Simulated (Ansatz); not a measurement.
## Polymorphs of AlCu6

Level of theory: Ansatz, DFT PBE, scalar-relativistic, plane waves, PAW. All cells share a 420 eV cutoff and Γ-centred k meshes spaced at most about 0.3 Å⁻¹ (about 0.25 or finer for metals, 2π included). No spin polarisation.

Formation energies are uncorrected and refer to the elements' standard structures at the same level.

These are static total energies at zero pressure. Larger cells and other orderings weren't all tried, so the list isn't exhaustive. For metals, differences of a few meV/atom aren't resolved.

Invented guesses were relaxed alike, and ends that match in structure were merged. ΔE counts from the first row. Coordination counts all near atoms (those within 1.25 times the shortest distance at each site). The ends were matched against large subsets of the Crystallography Open Database and the Materials Project, so a missing match doesn't prove that a structure is unreported.

```tsv
#	reached from	type and space group	atoms	Å³/atom	coordination	ΔE (meV/atom)	gap on mesh (eV)	in databases
1	a cell proposed by chemical analogy	P6_3/m (No. 176)	14	12.3	Al 12, Cu 12	0	0.00	no match
2	a cell proposed by chemical analogy	R-3 (No. 148)	7	12.3	Al 12, Cu 12	2	0.00	no match
3	random cell	Fm-3m (No. 225)	7	13.4	Al 12, Cu 10	117	0.00	no match
4	random cell	P4/mmm (No. 123)	7	13.3	Al 12, Cu 10	139	0.00	no match
```

The first two are tied within the noise. The first: Space group P6_3/m (No. 176), hexagonal, a = 6.845 Å, c = 4.233 Å. Around Al lie 12 Cu at 2.59–2.60 Å; around Cu on its first site lie 9 Cu at 2.57–2.60 Å and 3 Al at 2.59 Å; around Cu on its second site lie 11 Cu at 2.57–2.60 Å and 1 Al at 2.60 Å. Its energy over the elements is −0.11 eV/atom. It lies below the elements, which doesn't yet make it stable against other compounds or structures. An observed structure of this formula, if there is one, may be missing.

```
CELL_PARAMETERS angstrom
6.84491 0.00000 0.00000
-3.42246 5.92787 0.00000
0.00000 0.00000 4.23285
ATOMIC_POSITIONS crystal
Al 0.66667 0.33333 0.75000
Al 0.33333 0.66667 0.25000
Cu 0.37949 0.47467 0.75000
Cu 0.95361 0.19031 0.75000
Cu 0.52533 0.90482 0.75000
Cu 0.23670 0.04639 0.75000
Cu 0.09518 0.62051 0.75000
Cu 0.80969 0.76330 0.75000
Cu 0.90482 0.37949 0.25000
Cu 0.76330 0.95361 0.25000
Cu 0.47467 0.09518 0.25000
Cu 0.19031 0.23670 0.25000
Cu 0.04639 0.80969 0.25000
Cu 0.62051 0.52533 0.25000
```

The second: Space group R-3 (No. 148), trigonal, a = 6.856 Å, c = 6.339 Å. Around Al lie 12 Cu at 2.59 Å; Cu is surrounded by 10 Cu at 2.58–2.60 Å and 2 Al at 2.59 Å. Counting all near atoms, the first and the second both have Al 12, Cu 12. Cells relaxed within their symmetry can be saddle points.
